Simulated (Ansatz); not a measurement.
The system is CdTe.

```
Te Cd
1.0
     0.00000    3.20500    3.20500
     3.20500    0.00000    3.20500
     3.20500    3.20500    0.00000
Te Cd
1 1
Cartesian
  4.8075 4.8075 4.8075
  0.0000 0.0000 0.0000
```

* Program: Ansatz 0.2.0
* Task: relaxation of cell and atoms
* Functional: PBE
* Dispersion: D3(BJ)
* Potentials or basis: Ansatz PAW
* Cutoff: 420 eV (not typed: the program's choice for these potentials)
* k mesh: 7 × 7 × 7
* Occupations: fermi-dirac, width 0.05 eV
* Spin: no spin polarisation

At the start: volume 32.92 Å³/atom.

**Question.** How do energy, volume and symmetry change on relaxing?

**Answer.** It ends after 5 steps and the volume is 34.59 Å³/atom (+5.1 %); space group F-43m (No. 216, to 0.05 Å).

The path:
| step | energy change (eV) | largest force (eV/Å) | volume (Å³) |
| --- | --- | --- | --- |
| 1 | 0.0000 | 0.0000 | 65.84 |
| 2 | -0.0146 | 0.0000 | 71.14 |
| 3 | -0.0214 | 0.0000 | 69.38 |
| 4 | -0.0215 | 0.0000 | 69.19 |
| 5 | -0.0222 | 0.0000 | 69.19 |

Final structure:
```
CELL_PARAMETERS angstrom
0.00000 3.25839 3.25839
3.25839 0.00000 3.25839
3.25839 3.25839 0.00000
ATOMIC_POSITIONS crystal
Te 0.75000 0.75000 0.75000
Cd 0.00000 0.00000 0.00000
```

Caveat: the plane-wave basis is chosen anew once the cell has moved, so the energies of steps on either side of that aren't comparable.
